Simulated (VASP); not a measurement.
# LaH3 (Fm-3m) in VASP: further runs, part 2 of 2

VASP 6.6.1.

**3. Single point, LDA**

The input, INCAR:

```
PREC = Accurate
ENCUT = 550
EDIFF = 1E-6
ISMEAR = 0
SIGMA = 0.05
LREAL = F
LASPH = T
NELM = 100
ALGO = Normal
ISIF = 2
LWAVE = F
LCHARG = F
GGA = CA
NBANDS = 15
ADDGRID = F
```

The input, KPOINTS:

```
regular mesh
0
Gamma
  5 5 5
```

The input, POSCAR:

```
LaH3
1.0
    0.0000000000      2.7864794500      2.7864794500
    2.7864794500      0.0000000000      2.7864794500
    2.7864794500      2.7864794500      0.0000000000
La H
1 3
Direct
    0.0000000000      0.0000000000      0.0000000000
    0.2500000000      0.2500000000      0.2500000000
    0.7500000000      0.7500000000      0.7500000000
    0.5000000000      0.5000000000      0.5000000000
```

Potentials or basis: VASP PAW LDA potentials, release 64 (La, H).

Run with:

```bash
> cat potpaw_LDA.64/La/POTCAR potpaw_LDA.64/H/POTCAR > POTCAR
> mpirun -np 1 vasp_std > vasp.out
```

OUTCAR:

```text
PREC = Accurate
   ENCUT = 550
   EDIFF = 1E-6
   ISMEAR = 0
   LREAL = F
   LASPH = T
   NELM = 100
   ISIF = 2
   GGA = CA

 Found     10 irreducible k-points:

 Following reciprocal coordinates:
            Coordinates               Weight
  0.000000  0.000000  0.000000      1.000000
  0.200000  0.000000  0.000000      8.000000
  0.400000  0.000000  0.000000      8.000000
  0.200000  0.200000  0.000000      6.000000
  0.400000  0.200000  0.000000     24.000000
 -0.400000  0.200000  0.000000     24.000000
   k-points           NKPTS =     10   k-points in BZ     NKDIM =     10   number of bands    NBANDS=     15
   number of dos      NEDOS =    301   number of ions     NIONS =      4
   total plane-waves  NPLWV =  27000
   dimension x,y,z NGX =    30 NGY =   30 NGZ =   30
   dimension x,y,z NGXF=    60 NGYF=   60 NGZF=   60
   ions per type =               1   3
   NGX,Y,Z   is equivalent  to a cutoff of  12.66, 12.66, 12.66 a.u.
   NGXF,Y,Z  is equivalent  to a cutoff of  25.31, 25.31, 25.31 a.u.
 SYSTEM =  unknown system
   PREC   = accura    normal or accurate (medium, high low for compatibility)
   ISTART =      0    job   : 0-new  1-cont  2-samecut
   ICHARG =      2    charge: 1-file 2-atom 10-const
   ISPIN  =      1    spin polarized calculation?
   LNONCOLLINEAR =      F non collinear calculations
   LSORBIT =      F    spin-orbit coupling
   LASPH  =      T    aspherical Exc in radial PAW
   ENCUT  =  550.0 eV  40.42 Ry    6.36 a.u.   7.54  7.54  7.54*2*pi/ulx,y,z
   NELM   =    100;   NELMIN=  2; NELMDL= -5     # of ELM steps
   EDIFF  = 0.1E-05   stopping-criterion for ELM
   LREAL  =      F    real-space projection
   EDIFFG = 0.1E-04   stopping-criterion for IOM
   NSW    =      0    number of steps for IOM
   IBRION =     -1    ionic relax: 0-MD 1-quasi-New 2-CG
   NFREE  =      0    steps in history (QN), initial steepest desc. (CG)
   ISIF   =      2    stress and relaxation
   ISYM   =      2    0-nonsym 1-usesym 2-fastsym
   POTIM  = 0.5000    time-step for ionic-motion
   TEBEG  =    0.0;   TEEND  =   0.0 temperature during run
   PSTRESS=    0.0 pullay stress
   NELECT =      14.0000    total number of electrons
   NUPDOWN=      -1.0000    fix difference up-down
   EMIN   =  10.00;   EMAX   =-10.00  energy-range for DOS
   EFERMI =   0.00;   METHOD = LEGACY
   ISMEAR =     0;   SIGMA  =   0.05  broadening in eV -4-tet -1-fermi 0-gaus
   EFERMI_NEDOS =   21; number of points for ismear=-14 and -15
   IALGO  =     38    algorithm
   IMIX   =      4    mixing-type and parameters
     AMIX     =   0.40;   BMIX     =  1.00
     AMIX_MAG =   1.60;   BMIX_MAG =  1.00
  volume/ion in A,a.u.               =      10.82        73.00
  Fermi-wavevector in a.u.,A,eV,Ry     =   1.123876  2.123817 17.185477  1.263097
  Thomas-Fermi vector in A             =   2.260545
   LORBIT       =      0    0 simple, 1 ext, 2 COOP (PROOUT), +10 PAW based schemes
   GGA     = CA    functional components
   LHFCALC =     F    Hartree Fock is set to
   AEXX    =    0.0000 exact exchange contribution
   IVDW    =     0    specifies the selected vdW correction
   LEPSILON=     F    determine dielectric tensor
   LRPA    =     F    only Hartree local field effects (RPA)
 non-spin polarized calculation
 Gauss-broadening in eV      SIGMA  =   0.05
  energy-cutoff  :      550.00
  volume of cell :       43.27
 maximum number of plane-waves:      1295
 NGX is ok and might be reduce to    30
   NGX = 15   NGY = 15   NGZ = 15

 number of electron      13.9999998 magnetization

 Free energy of the ion-electron system (eV)
  ---------------------------------------------------
  ext. energy  EPLUGINS =         0.00000000
  ---------------------------------------------------
  free energy    TOTEN  =       -18.57162793 eV

  energy without entropy =      -18.57051472  energy(sigma->0) =      -18.57107132

 E-fermi :   7.6773     XC(G=0): -10.2957

 val. band max:        6.6381092246   @ k =   0.2000   0.0000   0.0000
 cond. band min:       7.7315196205   @ k =   0.4000   0.0000   0.0000
 fundamental gap:      1.0934103958
 Fermi energy:         7.6772792433

 k-point     1 :       0.0000    0.0000    0.0000
  band No.  band energies     occupation
      1     -25.6557      2.00000
      2      -8.9353      2.00000
      3      -8.9353      2.00000
      4      -8.9353      2.00000
      5      -0.4568      2.00000
      6       4.6561      2.00000
      7       7.8229      0.00004
      8       7.8229      0.00004
      9       7.8229      0.00004
     10       8.1484      0.00000
     11       8.6830      0.00000
     12       8.6830      0.00000
     13       8.6830      0.00000
     14       9.2619      0.00000
     15       9.2619      0.00000

 k-point     2 :       0.2000    0.0000    0.0000
  band No.  band energies     occupation
      1     -25.6113      2.00000
      2      -9.3926      2.00000
      3      -8.9808      2.00000
      4      -8.9808      2.00000
      5       0.4373      2.00000
      6       3.7080      2.00000
      7       6.6381      2.00000
      8       7.9839      0.00000
      9       7.9839      0.00000
     10       8.6513      0.00000
     11       8.6513      0.00000
     12       8.8579      0.00000
     13       9.2503      0.00000
     14       9.2503      0.00000
     15       9.2669      0.00000

 k-point     3 :       0.4000    0.0000    0.0000
  band No.  band energies     occupation
      1     -25.5379      2.00000
      2     -10.0285      2.00000
      3      -9.0526      2.00000
      4      -9.0526      2.00000
      5       1.4950      2.00000
      6       3.4721      2.00000
      7       5.5604      2.00000
      8       7.7315      0.12499
      9       7.7315      0.12499
     10       8.7418      0.00000
     11       8.7418      0.00000
     12       9.1446      0.00000
     13       9.1681      0.00000
     14       9.1681      0.00000
     15       9.2750      0.00000

 k-point     4 :       0.2000    0.2000    0.0000
  band No.  band energies     occupation
      1     -25.5966      2.00000
      2      -9.3961      2.00000
      3      -9.0637      2.00000
      4      -9.0637      2.00000
      5       0.7330      2.00000
      6       3.3344      2.00000
      7       5.9236      2.00000
      8       8.2628      0.00000
      9       8.2628      0.00000
     10       8.7710      0.00000
     11       8.8637      0.00000
     12       8.8637      0.00000
     13       9.0535      0.00000
     14       9.4510      0.00000
     15       9.5847      0.00000

 k-point     5 :       0.4000    0.2000    0.0000
  band No.  band energies     occupation
      1     -25.5329      2.00000
      2      -9.8420      2.00000
      3      -9.2187      2.00000
      4      -9.1461      2.00000
      5       1.9046      2.00000
      6       2.9039      2.00000
      7       4.5596      2.00000
      8       8.3437      0.00000
      9       8.5875      0.00000
     10       8.8147      0.00000
     11       8.8436      0.00000
     12       9.0761      0.00000
     13       9.0824      0.00000
     14       9.2589      0.00000
     15       9.6617      0.00000

 k-point     6 :      -0.4000    0.2000    0.0000
  band No.  band energies     occupation
      1     -25.5080      2.00000
      2      -9.9688      2.00000
      3      -9.3845      2.00000
      4      -9.1164      2.00000
      5       2.2567      2.00000
      6       3.2970      2.00000
      7       4.0875      2.00000
      8       8.1631      0.00000
      9       8.5797      0.00000
     10       8.7290      0.00000
     11       8.8506      0.00000
     12       9.1242      0.00000
     13       9.1406      0.00000
     14       9.1565      0.00000
     15       9.4943      0.00000

 [... further k-points ...]

------------------------ aborting loop because EDIFF is reached ----------------------------------------

  FORCE on cell =-STRESS in cart. coord.  units (eV):
  Direction    XX          YY          ZZ          XY          YZ          ZX
  --------------------------------------------------------------------------------------
  -------------------------------------------------------------------------------------
  Total       -1.2700807     -1.2700807     -1.2700807      0.0000000      0.0000000     -0.0000000
  in kB      -47.0266868    -47.0266868    -47.0266868      0.0000000      0.0000000     -0.0000000
  external PRESSURE =     -47.0266868 kB  Pullay stress =       0.0000000 kB

 VOLUME and BASIS-vectors are now :
 -----------------------------------------------------------------------------
  energy-cutoff  :      550.00
  volume of cell :       43.27
      direct lattice vectors                 reciprocal lattice vectors
     0.000000000  2.786479450  2.786479450    -0.179437892  0.179437892  0.179437892
     2.786479450  0.000000000  2.786479450     0.179437892 -0.179437892  0.179437892
     2.786479450  2.786479450  0.000000000     0.179437892  0.179437892 -0.179437892

 POSITION                                       TOTAL-FORCE (eV/Angst)
 -----------------------------------------------------------------------------------
      0.00000      0.00000      0.00000         0.000000      0.000000     -0.000000
      1.39324      1.39324      1.39324         0.000000     -0.000000      0.000000
      4.17972      4.17972      4.17972        -0.000000     -0.000000      0.000000
      2.78648      2.78648      2.78648         0.000000      0.000000     -0.000000
 -----------------------------------------------------------------------------------
    total drift:                                0.000000     -0.000000     -0.000000

  FREE ENERGIE OF THE ION-ELECTRON SYSTEM (eV)
  ---------------------------------------------------
  free  energy   TOTEN  =       -18.5716279303 eV

  energy  without entropy=      -18.5705147157  energy(sigma->0) =      -18.57107132
```

stdout:

```text
POSCAR found type information on POSCAR LaH
 POSCAR found :  2 types and       4 ions
 scaLAPACK will be used
 LDA part: xc-table for (Slater(with rela. corr.)+CA(PZ))
 , standard interpolation
 POSCAR, INCAR and KPOINTS ok, starting setup
 FFT: planning ... GRIDC
 FFT: planning ... GRID_SOFT
 FFT: planning ... GRID
 WAVECAR not read
 entering main loop
```

Run time: 10 s. Hardware: 1 thread of Intel Xeon Platinum 8488C (Sapphire Rapids), shared host; peak memory 0.15 GiB.

The run converged, but some of its settings lie outside the range that counts as converged, so its numbers aren't taken as properties of the crystal.

What came out:

```
Free energy            : -18.5716 eV
Pressure               : -4.7 GPa
Band gap on the k mesh : none (metal or under the smearing width)
```

Caveat: the k mesh is coarse (spacing up to 0.39 Å⁻¹), so the values aren't converged.

**4. Single point, LDA**

INCAR is that of step 3.

KPOINTS is that of step 3.

The input, POSCAR:

```
LaH3
1.0
    0.0000000000      2.7864794500      2.7864794500
    2.7864794500      0.0000000000      2.7864794500
    2.7864794500      2.7864794500      0.0000000000
La H
1 3
Direct
    0.0010720000     -0.0024160000     -0.0049440000
    0.2532360000      0.2274950000      0.2357170000
    0.7573300000      0.7385030000      0.7643790000
    0.4948670000      0.5128930000      0.4979460000
```

Run with:

```bash
> cat potpaw_LDA.64/La/POTCAR potpaw_LDA.64/H/POTCAR > POTCAR
> mpirun -np 1 vasp_std > vasp.out
```

It took 38 s on 1 thread of Intel Xeon Platinum 8488C (Sapphire Rapids), shared host; peak memory 0.19 GiB.

The run converged, but some of its settings lie outside the range that counts as converged, so its numbers aren't taken as properties of the crystal.

Results:

| Property | Result |
| --- | --- |
| Free energy | -18.5443 eV |
| Pressure | -4.5 GPa |
| Largest force | 0.330 eV/Å |
| Band gap on the k mesh | 0.07 eV, indirect (least direct gap 0.20 eV) |

Caveat: spin-orbit coupling is left out, which moves the levels of the heavy elements; an odd mesh through Γ misses points on the zone boundary, where band edges often lie.

**5. Single point, LDA**

INCAR: that of step 4 with these lines changed.

```diff
@@ -1,3 +1,3 @@
 PREC = Accurate
-ENCUT = 550
+ENCUT = 400
 EDIFF = 1E-6
```

The input, KPOINTS:

```
regular mesh
0
Gamma
  6 6 6
```

The input, POSCAR:

```
LaH3
1.0
    0.0000000000      2.7864794500      2.7864794500
    2.7864794500      0.0000000000      2.7864794500
    2.7864794500      2.7864794500      0.0000000000
La H
1 3
Direct
    0.0000000000      0.0000000000      0.0000000000
    0.2500000000      0.2500000000      0.2500000000
    0.7500000000      0.7500000000      0.7500000000
    0.5000000000      0.5000000000      0.5000000000
```

Run with:

```bash
> cat potpaw_LDA.64/La/POTCAR potpaw_LDA.64/H/POTCAR > POTCAR
> mpirun -np 1 vasp_std > vasp.out
```

Run time: 11 s. Hardware: 1 thread of Intel Xeon Platinum 8488C (Sapphire Rapids), shared host; peak memory 0.15 GiB.

These settings aren't checked as converged: the numbers below hold their error.

Results:

* Free energy: -18.5734 eV
* Pressure: -5.1 GPa
* Band gap on the k mesh: none (metal or under the smearing width)
